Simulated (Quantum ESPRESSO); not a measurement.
In: relaxation of cell and atoms with PBE

The system is In.

```
CELL_PARAMETERS angstrom
-1.88253 1.88253 1.88253
1.88253 -1.88253 1.88253
1.88253 1.88253 -1.88253
ATOMIC_POSITIONS crystal
In 0.00000 0.00000 0.00000
```

This isn't the form of In at room conditions, which is tetragonal.

```
Program             : Quantum ESPRESSO 7.5
Task                : relaxation of cell and atoms
Functional          : PBE
Potentials or basis : SSSP 1.3 efficiency PBE
Cutoff              : 857 eV
Density cutoff      : 6884 eV
k mesh              : 10 × 10 × 10
Occupations         : fermi-dirac, width 0.05 eV
Spin                : no spin polarisation
Target pressure     : 2 GPa
Mixing beta         : 0.5
Most SCF iterations : 120
SCF threshold       : 2e-10 Ry
Most ionic steps    : 40
Forc conv thr       : 0.0004 Ry/bohr
Etot conv thr       : 1e-05 Ry
Ion dynamics        : bfgs
Cell dynamics       : bfgs
Press conv thr      : 0.3 kbar
```

```
Relaxed volume                                         : 26.28 Å³/atom
Relaxed cell                                           : a = 3.244 Å, b = 3.244 Å, c = 3.244 Å, α = 109.47°, β = 109.47°, γ = 109.47°
Space group after relaxing (to 0.05 Å)                 : Im-3m (No. 229)
Energy change on relaxing (the enthalpy is what falls) : +4.2 meV/atom
Ionic steps                                            : 5
Pressure after relaxing                                : 2.0 GPa
Band gap on the k mesh                                 : none (metal or under the smearing width)
```

The path:
| step | energy change (eV) | largest force (eV/Å) | pressure (GPa) | volume (Å³) |
| --- | --- | --- | --- | --- |
| 1 | 0.0000 | 0.0000 | 1.37 | 26.69 |
| 2 | 0.0008 | 0.0000 | 1.49 | 26.60 |
| 3 | 0.0021 | 0.0000 | 1.70 | 26.47 |
| 4 | 0.0042 | 0.0000 | 2.00 | 26.28 |
| 5 | 0.0042 | 0.0000 | 2.00 | 26.28 |

Final structure:
```
CELL_PARAMETERS angstrom
-1.87297 1.87297 1.87297
1.87297 -1.87297 1.87297
1.87297 1.87297 -1.87297
ATOMIC_POSITIONS crystal
In 0.00000 0.00000 0.00000
```

Levels at points of the mesh, in eV from the Fermi level:
```tsv
k point	band 3	band 4	band 5	band 6	band 7	band 8	band 9	band 10
(0.00, 0.00, 0.00)	-14.64	-14.36	-14.36	-9.45	11.11	11.11	11.11	13.35
(0.00, 0.00, -0.50)	-14.38	-14.36	-14.19	-3.86	-3.11	5.99	7.44	10.14
(-0.50, -0.50, -0.50)	-14.23	-14.23	-14.23	1.06	1.34	1.34	1.34	5.33
```

Run time: 69 s on 1 thread of Arm Neoverse V1, with other jobs on the host, peak memory 0.16 GiB.
